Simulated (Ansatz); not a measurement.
Wanted: the native input for an Ansatz 0.2.0 run.

```
Task                                : band structure
Functional                          : rPW86-PBE
Potentials or basis                 : Ansatz PAW
Cutoff                              : 420 eV (not typed: the program's choice for these potentials)
k mesh                              : 8 × 8 × 5
Occupations                         : fermi-dirac, width 0.05 eV
Spin                                : no spin polarisation
Path                                : [["G", "M", "K", "G", "A", "L", "H", "A"], ["L", "M"], ["K", "H"]]
Points for each segment of the path : 14
```

The system is ZnS (Wurtzite-2H).

```
Zn S
1.0
     3.81100    0.00000    0.00000
    -1.90550    3.30042    0.00000
     0.00000    0.00000    6.23400
Zn S
2 2
Direct
  0.66667 0.33333 0.50000
  0.33333 0.66667 0.00000
  0.66667 0.33333 0.88500
  0.33333 0.66667 0.38500
```

One way to write it, as run:

input.yaml

```yaml
crystal:
  lattice:
    - [3.811, 0.0, 0.0]
    - [-1.9055, 3.3004228138, 0.0]
    - [0.0, 0.0, 6.234]
  atoms:
    - { symbol: Zn, position: [0.6666666667, 0.3333333333, 0.5] }
    - { symbol: Zn, position: [0.3333333333, 0.6666666667, 0.0] }
    - { symbol: S, position: [0.6666666667, 0.3333333333, 0.885] }
    - { symbol: S, position: [0.3333333333, 0.6666666667, 0.385] }
hamiltonian:
  xc: { exchange: rpw86, correlation: pbe }
  pseudopotentials: { kind: paw }
kpoints:
  mp_grid: { grid: [8, 8, 5] }
  band_path:
    path:
      - [[0.0, 0.0, 0.0], [0.5, 0.0, 0.0], [0.3333333333, 0.3333333333, 0.0], [0.0, 0.0, 0.0], [0.0, 0.0, 0.5], [0.5, 0.0, 0.5], [0.3333333333, 0.3333333333, 0.5], [0.0, 0.0, 0.5]]
      - [[0.5, 0.0, 0.5], [0.5, 0.0, 0.0]]
      - [[0.3333333333, 0.3333333333, 0.0], [0.3333333333, 0.3333333333, 0.5]]
    npoints: 14
scf:
  occupations: { method: fermi_dirac, width: 0.05 }
  n_extra_bands: 10
output:
  forces: true
  stress: true
  eigenvalues: true
  fatbands: true
```

Potentials or basis: Ansatz PAW.

Command:

```bash
$ ansatz run input.yaml --threads 2 --pin off --max-ram 5120MiB --backend cpu --events-out ev --progress --plain --runs-dir out
```

It gave:

```json
{"Pressure": "5.0 GPa", "Largest force": "0.332 eV/Å", "Band gap on the k mesh": "2.15 eV, direct", "Band gap along the path": "2.15 eV, direct"}
```

Caveat: the PAW data sets come from PBE, with cores solved anew for the run's functional, which leaves a small shift of forces and pressure.

It took 13 s on 2 threads of AMD EPYC 7R43 64-Core Processor (Zen 3) (shared host), peak memory 0.45 GiB.
